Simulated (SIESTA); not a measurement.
# KBr under changes of volume

One of the cells (36.656 Å³/atom); the others are scaled copies at fixed shape and fractional positions:

```
Br K
1.0
     0.00000    3.32185    3.32185
     3.32185    0.00000    3.32185
     3.32185    3.32185    0.00000
Br K
1 1
Cartesian
  3.3219 3.3219 3.3219
  0.0000 0.0000 0.0000
```

```yaml
Program: SIESTA 5.4.2
Functional: PBE
Potentials_or_basis: PseudoDojo 0.4 standard (PBE files)
Basis: DZP (energy shift 0.003 Ry; two zetas on semicore shells; d shell added on K)
Grid_cutoff: 800 Ry
Energy_shift: 0.003 Ry
k_mesh: 7 × 7 × 7
Occupations: fermi-dirac, width 0.05 eV
Spin: no spin polarisation
```

| volume (Å³/atom) | energy over the lowest point (meV/atom) | pressure (GPa) | gap on the mesh (eV) |
| --- | --- | --- | --- |
| 33.781 | 22.52 | 2.0 | 4.69 |
| 34.500 | ? | ? | ? |
| 35.218 | 8.64 | 1.1 | 4.57 |
| 36.656 | 1.55 | 0.5 | 4.46 |
| 37.374 | 0.14 | 0.2 | 4.40 |
| 38.093 | 0.00 | -0.1 | 4.36 |

Question: What does the run at 34.500 Å³/atom give?

Answer: Energy over the lowest point 14.66 meV/atom; pressure 1.5 GPa; gap on the mesh 4.62 eV.

Worked out: A Birch-Murnaghan fit of order 3 (a polynomial in V^(-2/3)) to the other rows has its minimum at 37.82 Å³/atom with B0 = V·E''(V) = 13.8 GPa and B' = 4.2. It gives 14.64 meV/atom at 34.500 Å³/atom, against the run's 14.66, and -dE/dV = 1.5 GPa, against 1.5. A straight line through the other rows of the gap, of slope -2.78 eV per unit of ln V (its deformation potential), gives 4.63 eV, against the run's 4.62.

Energies are extrapolated to zero smearing.

Caveats: the basis of atomic orbitals isn't converged, which shifts pressures, moduli and gaps; an odd mesh through Γ misses points on the zone boundary, where band edges often lie (some runs).

Spin-orbit coupling on Br is left out.
